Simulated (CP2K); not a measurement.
Set up this calculation in CP2K 2026.2, as the native input.

```yaml
Task: band structure
Functional: SCAN
Potentials_or_basis: POTENTIAL_UZH Ta GTH-SCAN-q13, N GTH-SCAN-q5; TZVP-MOLOPT-SCAN-GTH basis
Density_cutoff: 9184 eV
k_mesh: 10 × 10 × 9
Occupations: fermi-dirac, width 0.0259 eV
Spin: no spin polarisation
SCF_solver: diagonalisation with k points
Quickstep_method: GPW
EPS_DEFAULT: 1.0E-9
EPS_SCF: 1.0E-6
MAX_SCF: 100
SCF_GUESS: ATOMIC
k_points_reduced_by_the_point_group: yes
Mesh_centred_on_Gamma: yes
CHOLESKY: OFF
EPS_EIGVAL: 1.0E-7
MIXING_METHOD: BROYDEN_MIXING
MIXING_ALPHA: 0.4
NBUFFER: 8
NGRIDS: 5
Basis_sets: Ta TZVP-MOLOPT-SCAN-GTH-q13, N TZVP-MOLOPT-SCAN-GTH-q5
Potentials: Ta GTH-SCAN-q13 of POTENTIAL_UZH, N GTH-SCAN-q5 of POTENTIAL_UZH
ADDED_MOS: "[13]"
Points_a_segment_of_the_path_NPOINTS: 8
Bands_added_on_the_path: 6
REL_CUTOFF_Ry: 60 Ry
MIXING_BETA_1/bohr: 1.5 1/bohr
CUTOFF_of_the_grids: 675 Ry
```

The system is TaN.

```
Ta N
1.0
     2.93800    0.00000    0.00000
    -1.46900    2.54438    0.00000
     0.00000    0.00000    2.88300
Ta N
1 1
Direct
  0.00000 0.00000 0.50000
  0.66667 0.33333 0.00000
```

These files were run (other wordings do the same):

tan_bands.inp

```
&GLOBAL
  PROJECT tan_bands
  RUN_TYPE ENERGY_FORCE
  PRINT_LEVEL LOW
&END GLOBAL
&FORCE_EVAL
  METHOD QS
  STRESS_TENSOR ANALYTICAL
  &DFT
    BASIS_SET_FILE_NAME BASIS_MOLOPT_UZH
    POTENTIAL_FILE_NAME POTENTIAL_UZH
    &MGRID
      CUTOFF 675
      REL_CUTOFF 60
      NGRIDS 5
    &END MGRID
    &QS
      METHOD GPW
      EPS_DEFAULT 1.0E-9
    &END QS
    &KPOINTS
      SCHEME MONKHORST-PACK 10 10 9
      GAMMA_CENTERED T
      SYMMETRY T
      SYMMETRY_BACKEND SPGLIB
    &END KPOINTS
    &SCF
      SCF_GUESS ATOMIC
      EPS_SCF 1.0E-6
      MAX_SCF 100
      ADDED_MOS 13
      CHOLESKY OFF
      EPS_EIGVAL 1.0E-7
      &DIAGONALIZATION ON
        ALGORITHM STANDARD
      &END DIAGONALIZATION
      &MIXING ON
        METHOD BROYDEN_MIXING
        ALPHA 0.4
        BETA 1.5
        NBUFFER 8
      &END MIXING
      &SMEAR ON
        METHOD FERMI_DIRAC
        ELECTRONIC_TEMPERATURE [K] 300.557
      &END SMEAR
    &END SCF
    &XC
      &XC_FUNCTIONAL
        &MGGA_X_SCAN
        &END MGGA_X_SCAN
        &MGGA_C_SCAN
        &END MGGA_C_SCAN
      &END XC_FUNCTIONAL
    &END XC
    &PRINT
      &KPOINTS ON
      &END KPOINTS
      &MULLIKEN ON
      &END MULLIKEN
      &MO ON
        ENERGIES T
        OCCUPATION_NUMBERS T
        &EACH
          QS_SCF 0
        &END EACH
        ADD_LAST NUMERIC
      &END MO
      &BAND_STRUCTURE
        FILE_NAME bands.bs
        ADDED_MOS 6
        &KPOINT_SET
          UNITS B_VECTOR
          NPOINTS 8
          SPECIAL_POINT GAMMA 0.00000000 0.00000000 0.00000000
          SPECIAL_POINT M 0.50000000 0.00000000 0.00000000
          SPECIAL_POINT K 0.33333333 0.33333333 0.00000000
          SPECIAL_POINT GAMMA 0.00000000 0.00000000 0.00000000
          SPECIAL_POINT A 0.00000000 0.00000000 0.50000000
          SPECIAL_POINT L 0.50000000 0.00000000 0.50000000
          SPECIAL_POINT H 0.33333333 0.33333333 0.50000000
          SPECIAL_POINT A 0.00000000 0.00000000 0.50000000
        &END KPOINT_SET
        &KPOINT_SET
          UNITS B_VECTOR
          NPOINTS 8
          SPECIAL_POINT L 0.50000000 0.00000000 0.50000000
          SPECIAL_POINT M 0.50000000 0.00000000 0.00000000
        &END KPOINT_SET
        &KPOINT_SET
          UNITS B_VECTOR
          NPOINTS 8
          SPECIAL_POINT K 0.33333333 0.33333333 0.00000000
          SPECIAL_POINT H 0.33333333 0.33333333 0.50000000
        &END KPOINT_SET
      &END BAND_STRUCTURE
    &END PRINT
  &END DFT
  &SUBSYS
    &CELL
      ABC 2.9380000000 2.9380000000 2.8830000000
      ALPHA_BETA_GAMMA 90.0000000000 90.0000000000 120.0000000002
      PERIODIC XYZ
    &END CELL
    &COORD
      Ta  0.0000000000 0.0000000000 1.4415000000
      N   1.4690000001 0.8481275453 0.0000000000
    &END COORD
    &KIND Ta
      BASIS_SET TZVP-MOLOPT-SCAN-GTH-q13
      POTENTIAL GTH-SCAN-q13
    &END KIND
    &KIND N
      BASIS_SET TZVP-MOLOPT-SCAN-GTH-q5
      POTENTIAL GTH-SCAN-q5
    &END KIND
    &PRINT
      &ATOMIC_COORDINATES ON
      &END ATOMIC_COORDINATES
      &CELL ON
      &END CELL
    &END PRINT
  &END SUBSYS
  &PRINT
    &FORCES ON
    &END FORCES
    &STRESS_TENSOR ON
    &END STRESS_TENSOR
  &END PRINT
&END FORCE_EVAL
```

Potentials or basis: POTENTIAL_UZH Ta GTH-SCAN-q13, N GTH-SCAN-q5; TZVP-MOLOPT-SCAN-GTH basis.

Command:

```bash
$ OMP_NUM_THREADS=1 cp2k.psmp -i tan_bands.inp -o tan_bands.out
```

Results of the run:

- Pressure: -6.2 GPa
- Band gap on the k mesh: none (metal or under the smearing width)
- Mulliken charges: Ta +0.81; N -0.81 e

Caveat: Mulliken charges move with the basis; spin-orbit coupling is left out, which moves the levels of the heavy elements; the basis of atomic orbitals isn't converged, which shifts pressures, moduli and gaps.

Run time: 4.2 min on 1 thread of Arm Neoverse V2 (shared host), peak memory 0.34 GiB.
